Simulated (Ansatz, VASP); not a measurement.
## One calculation of MgO (Periclase), two programs

```xyz
2
Lattice="0.0000 2.1022 2.1022 2.1022 0.0000 2.1022 2.1022 2.1022 0.0000" Properties=species:S:1:pos:R:3 pbc="T T T"
Mg    0.0000    0.0000    0.0000
O     2.1022    2.1022    2.1022
```

Alike in both runs: functional r2SCAN; k mesh 10 × 10 × 10; occupations gaussian, width 0.02 eV; no spin polarisation.

Ansatz relaxed the structure, and its values are those at the end. VASP's run is a single point on that final structure, the one shown.

```csv
,VASP,Ansatz
version,VASP 6.6.1,Ansatz 0.2.0
potentials or method,"VASP PAW PBE potentials, release 64 (Mg, O)","scalar-relativistic, plane waves, PAW"
plane-wave cutoff (eV),520,500
valence electrons in the cell,8,16
```

|  | VASP | Ansatz | Ansatz less VASP |
| --- | --- | --- | --- |
| gap on the k mesh at the Fermi level (eV) | 5.66 | 5.68 | +0.025 |
| least direct gap on the mesh (eV) | 5.66 | 5.68 | +0.025 |
| pressure (GPa) | -1.1 | 0.0 | +1.15 |

The functional is the same, so the differences come from potentials, cutoffs and numerics. The two sets of potentials don't hold the same shells in valence.

Caveats: the PAW data sets were made with another functional, which shifts forces and pressure a little (VASP). r2SCAN opens gaps a little over a GGA but as a rule still falls short of measured ones.
